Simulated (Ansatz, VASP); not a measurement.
**One calculation of WC, 3 ways**

The starting cell:

```xyz
2
Lattice="2.9065 0.0000 0.0000 -1.4532 2.5171 0.0000 0.0000 0.0000 2.8366" Properties=species:S:1:pos:R:3 pbc="T T T"
W     0.0000    0.0000    0.0000
C     1.4533    0.8390    1.4183
```

Alike in all runs: task relaxation of cell and atoms; functional PBEsol; dispersion D4; k mesh 10 × 10 × 9; occupations fermi-dirac, width 0.05 eV; no spin polarisation; no spin-orbit coupling.

```json
{"program and potentials": "Ansatz, Ansatz PAW", "plane-wave cutoff (eV)": "420", "notes": "potentials made for PBE, which Ansatz adapts in part", "equilibrium volume (Å³/atom)": "10.19"}
{"program and potentials": "Ansatz, all-electron LAPW, scalar-relativistic", "plane-wave cutoff (eV)": "-", "notes": "-", "equilibrium volume (Å³/atom)": "10.19"}
{"program and potentials": "VASP, PBE PAW files C, W_sv, 600 eV", "plane-wave cutoff (eV)": "600", "notes": "potentials made for PBE", "equilibrium volume (Å³/atom)": "10.21"}
```

The equilibrium volume spans 10.19 (Ansatz, all-electron LAPW, scalar-relativistic) to 10.21 Å³/atom (VASP, PBE PAW files C, W_sv, 600 eV), with all-electron results at 10.19. Relaxations stop with a little pressure left, so the last digit of a volume isn't settled.

The functional is the same throughout but for its coding, so the spread measures potentials, basis and numerics; runs on potential files found faulty are left out.

The three runs give practically the same volume for WC, from 10.19 to 10.21 Å³/atom, and the difference is too small to rank the potentials. Such close agreement suits a stiff carbide. Strong covalent mixing of W 5d with C 2p states, on top of metallic cohesion, makes the energy rise steeply with strain, so small errors in the pressure from potentials or basis shift the volume very little.

All three volumes lie slightly below that of the starting cell, which is close to the measured structure. Because the all-electron run shows the same contraction, the potentials are unlikely to be its main source. It probably comes from the shared description of the binding: PBEsol already favours compact lattices, and the pairwise dispersion attraction can compress a dense, well-screened metal further. The two contributions can't be separated here. The agreement therefore supports the numerical reproducibility of the volume, but not its accuracy against experiment. Agreement in volume also doesn't establish equal agreement in the axial ratio or the elastic constants.
